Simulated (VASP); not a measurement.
# Zr (Pm-3m) in VASP: notebook

One crystal, Zr, is run at these levels: RPBE; tasks: single point.

All numbers are computed with VASP 6.6.1; they aren't measurements. Logs are shortened: lines on timing, memory, paths and dates and some standing lists are left out, and cuts for length are marked.

## 1. Starting point

The structure is cubic, space group Pm-3m (No. 221). Conventional cell: a = 2.942 Å, b = 2.942 Å, c = 2.942 Å, α = 90.00°, β = 90.00°, γ = 90.00°. Zr (site symmetry m-3m) has 6 Zr at 2.94 Å as nearest neighbours.

This isn't the form of Zr at room conditions, which is hcp.

## 2. Single point, RPBE

File INCAR:

```
SYSTEM = Zr
PREC     = Accurate       ! precision mode
ENCUT    = 520            ! plane-wave cutoff, eV
EDIFF    = 1E-7           ! SCF threshold, eV
ISMEAR   = -1             ! smearing method
SIGMA    = 0.1            ! smearing width, eV
LREAL    = .False.        ! projectors in reciprocal space
LASPH    = .True.         ! aspherical terms in the spheres
NELM     = 100            ! most SCF steps
ALGO     = Fast           ! electronic algorithm
ISIF     = 2              ! what is computed and relaxed
LWAVE    = .False.        ! write WAVECAR
LCHARG   = .False.        ! write CHGCAR
GGA      = RP             ! functional
NBANDS   = 12             ! bands
```

File KPOINTS:

```
Automatic mesh
0
Gamma
  17 17 17
  0 0 0
```

File POSCAR:

```
Zr
1.0
    2.9418864961      0.0000000000      0.0000000000
    0.0000000000      2.9418864961      0.0000000000
    0.0000000000      0.0000000000      2.9418864961
Zr
1
Direct
    0.0000000000      0.0000000000      0.0000000000
```

Potentials or basis: VASP PAW PBE potentials, release 64 (Zr_sv).

The run is started by

```bash
cat potpaw_PBE.64/Zr_sv/POTCAR > POTCAR
mpirun -np 1 vasp_std > vasp.out
```

OUTCAR:

```text
SYSTEM = Zr
   PREC = Accurate
   ENCUT = 520
   EDIFF = 1E-7
   ISMEAR = -1
   LREAL = .False.
   LASPH = .True.
   NELM = 100
   ISIF = 2
   GGA = RP

 ion  position               nearest neighbor table
   1  0.000  0.000  0.000-

  LATTYP: Found a simple cubic cell.
 ALAT       =     2.9418864961

  Lattice vectors:

 A1 = (   2.9418864961,   0.0000000000,   0.0000000000)
 A2 = (   0.0000000000,   2.9418864961,   0.0000000000)
 A3 = (   0.0000000000,   0.0000000000,   2.9418864961)

Analysis of symmetry for initial positions (statically):
=====================================================================
 Subroutine PRICEL returns:
 Original cell was already a primitive cell.

 Routine SETGRP: Setting up the symmetry group for a
 simple cubic supercell.

 Subroutine GETGRP returns: Found 48 space group operations
 (whereof 48 operations were pure point group operations)
 out of a pool of 48 trial point group operations.

The static configuration has the point symmetry O_h .

Analysis of symmetry for dynamics (positions and initial velocities):
=====================================================================
 Subroutine PRICEL returns:
 Original cell was already a primitive cell.

 Routine SETGRP: Setting up the symmetry group for a
 simple cubic supercell.

 Subroutine GETGRP returns: Found 48 space group operations
 (whereof 48 operations were pure point group operations)
 out of a pool of 48 trial point group operations.

The dynamic configuration has the point symmetry O_h .

 Subroutine INISYM returns: Found 48 space group operations
 (whereof 48 operations are pure point group operations),
 and found     1 'primitive' translations

----------------------------------------------------------------------------------------

                                     Primitive cell

  volume of cell :      25.4611

  direct lattice vectors                    reciprocal lattice vectors
     2.941886496  0.000000000  0.000000000     0.339917941  0.000000000  0.000000000
     0.000000000  2.941886496  0.000000000     0.000000000  0.339917941  0.000000000
     0.000000000  0.000000000  2.941886496     0.000000000  0.000000000  0.339917941

  length of vectors
     2.941886496  2.941886496  2.941886496     0.339917941  0.339917941  0.339917941

  position of ions in fractional coordinates (direct lattice)
     0.000000000  0.000000000  0.000000000

  ion indices of the primitive-cell ions
   primitive index   ion index
                 1           1

----------------------------------------------------------------------------------------

 KPOINTS: Automatic mesh

Automatic generation of k-mesh.
 Grid dimensions read from file:
 generate k-points for:   17   17   17

 Generating k-lattice:

  Cartesian coordinates                     Fractional coordinates (reciprocal lattice)
     0.019995173  0.000000000  0.000000000     0.058823529  0.000000000  0.000000000
     0.000000000  0.019995173  0.000000000     0.000000000  0.058823529  0.000000000
     0.000000000  0.000000000  0.019995173     0.000000000  0.000000000  0.058823529

  Length of vectors
     0.019995173  0.019995173  0.019995173

  Shift w.r.t. Gamma in fractional coordinates (k-lattice)
     0.000000000  0.000000000  0.000000000

 Subroutine IBZKPT returns following result:
 ===========================================

 Found    165 irreducible k-points:

 Following reciprocal coordinates:
            Coordinates               Weight
  0.000000  0.000000  0.000000      1.000000
  0.058824  0.000000  0.000000      6.000000
  0.117647  0.000000  0.000000      6.000000
  0.176471  0.000000  0.000000      6.000000
  0.235294  0.000000  0.000000      6.000000
  0.294118  0.000000  0.000000      6.000000
[... 16 lines left out ...]
  0.411765  0.117647  0.000000     24.000000
  0.470588  0.117647  0.000000     24.000000
 [... further k-points ...]
   k-points           NKPTS =    165   k-points in BZ     NKDIM =    165   number of bands    NBANDS=     12
   number of dos      NEDOS =    301   number of ions     NIONS =      1
   total plane-waves  NPLWV =  13824
   dimension x,y,z NGX =    24 NGY =   24 NGZ =   24
   dimension x,y,z NGXF=    48 NGYF=   48 NGZF=   48
   ions per type =               1
   NGX,Y,Z   is equivalent  to a cutoff of  13.56, 13.56, 13.56 a.u.
   NGXF,Y,Z  is equivalent  to a cutoff of  27.12, 27.12, 27.12 a.u.
 SYSTEM =  Zr
   PREC   = accura    normal or accurate (medium, high low for compatibility)
   ISTART =      0    job   : 0-new  1-cont  2-samecut
   ICHARG =      2    charge: 1-file 2-atom 10-const
   ISPIN  =      1    spin polarized calculation?
   LNONCOLLINEAR =      F non collinear calculations
   LSORBIT =      F    spin-orbit coupling
   LASPH  =      T    aspherical Exc in radial PAW
   ENCUT  =  520.0 eV  38.22 Ry    6.18 a.u.   5.47  5.47  5.47*2*pi/ulx,y,z
   NELM   =    100;   NELMIN=  2; NELMDL= -5     # of ELM steps
   EDIFF  = 0.1E-06   stopping-criterion for ELM
   LREAL  =      F    real-space projection
   EDIFFG = 0.1E-05   stopping-criterion for IOM
   NSW    =      0    number of steps for IOM
   IBRION =     -1    ionic relax: 0-MD 1-quasi-New 2-CG
   NFREE  =      0    steps in history (QN), initial steepest desc. (CG)
   ISIF   =      2    stress and relaxation
   ISYM   =      2    0-nonsym 1-usesym 2-fastsym
   POTIM  = 0.5000    time-step for ionic-motion
   TEBEG  =    0.0;   TEEND  =   0.0 temperature during run
   PSTRESS=    0.0 pullay stress
   NELECT =      12.0000    total number of electrons
   NUPDOWN=      -1.0000    fix difference up-down
   EMIN   =  10.00;   EMAX   =-10.00  energy-range for DOS
   EFERMI =   0.00;   METHOD = LEGACY
   ISMEAR =    -1;   SIGMA  =   0.10  broadening in eV -4-tet -1-fermi 0-gaus
   EFERMI_NEDOS =   21; number of points for ismear=-14 and -15
   IALGO  =     68    algorithm
   IMIX   =      4    mixing-type and parameters
     AMIX     =   0.40;   BMIX     =  1.00
     AMIX_MAG =   1.60;   BMIX_MAG =  1.00
  volume/ion in A,a.u.               =      25.46       171.82
  Fermi-wavevector in a.u.,A,eV,Ry     =   1.274019  2.407547 22.083958  1.623125
  Thomas-Fermi vector in A             =   2.406810
   LORBIT       =      0    0 simple, 1 ext, 2 COOP (PROOUT), +10 PAW based schemes
   GGA     = RP    functional components
   LHFCALC =     F    Hartree Fock is set to
   AEXX    =    0.0000 exact exchange contribution
   IVDW    =     0    specifies the selected vdW correction
   LEPSILON=     F    determine dielectric tensor
   LRPA    =     F    only Hartree local field effects (RPA)
 non-spin polarized calculation
 RMM-DIIS sequential band-by-band and
  energy-cutoff  :      520.00
  volume of cell :       25.46
 maximum number of plane-waves:       715
 NGX is ok and might be reduce to    24
   NGX = 11   NGY = 11   NGZ = 11

 number of electron      12.0000001 magnetization

 Free energy of the ion-electron system (eV)
  ---------------------------------------------------
  ext. energy  EPLUGINS =         0.00000000
  ---------------------------------------------------
  free energy    TOTEN  =        -7.23915972 eV

  energy without entropy =       -7.17938540  energy(sigma->0) =       -7.20927256

 E-fermi :   7.8006     XC(G=0): -10.5058

 val. band max:        7.7998122903   @ k =   0.4706   0.0588   0.0588
 cond. band min:       7.8448181898   @ k =   0.2353   0.1765   0.0000
 fundamental gap:      0.0450058995
 Fermi energy:         7.8006404792

 k-point     1 :       0.0000    0.0000    0.0000
  band No.  band energies     occupation
      1     -40.9137      2.00000
      2     -18.3916      2.00000
      3     -18.3916      2.00000
      4     -18.3916      2.00000
      5       2.8165      2.00000
      6       6.1976      2.00000
      7       6.1976      2.00000
      8      13.1729      0.00000
      9      13.1729      0.00000
     10      13.1729      0.00000
     11      20.3590      0.00000
     12      20.3590      0.00000

 k-point     2 :       0.0588    0.0000    0.0000
  band No.  band energies     occupation
      1     -40.9095      2.00000
      2     -18.4314      2.00000
      3     -18.3883      2.00000
      4     -18.3883      2.00000
      5       2.9014      2.00000
      6       6.2215      2.00000
      7       6.2839      2.00000
      8      13.0248      0.00000
      9      13.0248      0.00000
     10      13.1825      0.00000
     11      19.9200      0.00000
     12      20.5532      0.00000

 k-point     3 :       0.1176    0.0000    0.0000
  band No.  band energies     occupation
      1     -40.8975      2.00000
      2     -18.5440      2.00000
      3     -18.3787      2.00000
      4     -18.3787      2.00000
      5       3.1444      2.00000
      6       6.2913      2.00000
      7       6.5366      1.99999
      8      12.6373      0.00000
      9      12.6373      0.00000
     10      13.2105      0.00000
     11      18.9505      0.00000
     12      21.0744      0.00000
[... 286 lines left out ...]
 k-point    23 :       0.4118    0.1176    0.0000
  band No.  band energies     occupation
      1     -40.7810      2.00000
      2     -19.3872      2.00000
      3     -18.4433      2.00000
      4     -18.2871      2.00000
      5       5.7544      2.00000
      6       7.2144      1.99433
      7       7.7896      1.05499
      8      10.5165      0.00000
      9      10.6817      0.00000
     10      13.0047      0.00000
     11      16.4156      0.00000
     12      20.4770      0.00000

 k-point    24 :       0.4706    0.1176    0.0000
  band No.  band energies     occupation
      1     -40.7725      2.00000
      2     -19.4545      2.00000
      3     -18.4360      2.00000
      4     -18.2804      2.00000
      5       6.0981      2.00000
      6       7.3165      1.98433
      7       7.5161      1.89017
      8      10.3777      0.00000
      9      10.7425      0.00000
     10      13.0298      0.00000
     11      16.5531      0.00000
     12      20.2372      0.00000

 [... further k-points ...]
[... 5 lines left out ...]
  --------------------------------------------------------------------------------------
  -------------------------------------------------------------------------------------
  Total        0.0289127      0.0289127      0.0289127     -0.0000000     -0.0000000     -0.0000000
  in kB        1.8193732      1.8193732      1.8193732     -0.0000000     -0.0000000     -0.0000000
  external PRESSURE =       1.8193732 kB  Pullay stress =       0.0000000 kB

 VOLUME and BASIS-vectors are now :
 -----------------------------------------------------------------------------
  energy-cutoff  :      520.00
  volume of cell :       25.46
      direct lattice vectors                 reciprocal lattice vectors
     2.941886496  0.000000000  0.000000000     0.339917941  0.000000000  0.000000000
     0.000000000  2.941886496  0.000000000     0.000000000  0.339917941  0.000000000
     0.000000000  0.000000000  2.941886496     0.000000000  0.000000000  0.339917941

 POSITION                                       TOTAL-FORCE (eV/Angst)
 -----------------------------------------------------------------------------------
      0.00000      0.00000      0.00000         0.000000      0.000000      0.000000
 -----------------------------------------------------------------------------------
    total drift:                                0.000000      0.000000      0.000000

  FREE ENERGIE OF THE ION-ELECTRON SYSTEM (eV)
  ---------------------------------------------------
  free  energy   TOTEN  =        -7.2391597231 eV

  energy  without entropy=       -7.1793854006  energy(sigma->0) =       -7.20927256
```

Run time: 21 s. Hardware: 1 thread of Intel Xeon 6975P-C (Granite Rapids), shared host; peak memory 0.17 GiB.

Results:

| Property | Result |
| --- | --- |
| Free energy | -7.2392 eV |
| Pressure | 0.2 GPa |
| Band gap on the k mesh | none (metal or under the smearing width) |

Caveat: the PAW data sets were made with another functional, which shifts forces and pressure a little.

## 3. Single point, RPBE

This run uses another cell than the first one, of 22.41 Å³/atom, 0.880 times its volume.

File INCAR:

```
ALGO = Normal
EDIFF = 1E-6
ENCUT = 520
GGA = RP
ISIF = 2
ISMEAR = -1
LASPH = T
LCHARG = T
LELF = T
LREAL = F
LVHAR = T
LWAVE = F
NBANDS = 12
NELM = 60
PREC = Accurate
SIGMA = 0.1
```

File KPOINTS:

```
k-points
0
Gamma
  12 12 12
```

File POSCAR:

```
Zr
1.0
    2.8191626750      0.0000000000      0.0000000000
    0.0000000000      2.8191626750      0.0000000000
    0.0000000000      0.0000000000      2.8191626750
Zr
1
Direct
    0.0000000000      0.0000000000      0.0000000000
```

Potentials or basis: VASP PAW PBE potentials, release 64 (Zr_sv).

The run is started by

```bash
cat potpaw_PBE.64/Zr_sv/POTCAR > POTCAR
mpirun -np 1 vasp_std > vasp.out
```

Wall time 6.1 s (1 thread of Intel Xeon 6975P-C (Granite Rapids), shared host); peak memory 0.15 GiB.

The run converged. Its results:

```yaml
Free_energy: -7.1370 eV
Pressure: 10.3 GPa
Band_gap_on_the_k_mesh: none (metal or under the smearing width)
```

Levels at points of the mesh, in eV from the Fermi level:
| k point | band 2 | band 3 | band 4 | band 5 | band 6 | band 7 | band 8 | band 9 | band 10 | band 11 |
| --- | --- | --- | --- | --- | --- | --- | --- | --- | --- | --- |
| (0.00, 0.00, 0.00) | -25.84 | -25.84 | -25.84 | -5.18 | -1.95 | -1.95 | 6.16 | 6.16 | 6.16 | 13.63 |
| (0.50, 0.00, 0.00) | -27.41 | -25.69 | -25.69 | -1.99 | -1.00 | 0.57 | 2.70 | 2.70 | 6.53 | 10.26 |
| (0.50, 0.50, 0.00) | -27.17 | -27.17 | -25.55 | -3.50 | -0.25 | 3.45 | 3.45 | 5.55 | 5.55 | 8.36 |
| (0.50, 0.50, 0.50) | -26.95 | -26.95 | -26.95 | -1.82 | -1.82 | -1.82 | 6.47 | 8.61 | 8.61 | 11.91 |

Caveat: the PAW data sets were made with another functional, which shifts forces and pressure a little.

(Continued in part 2 of 2.)
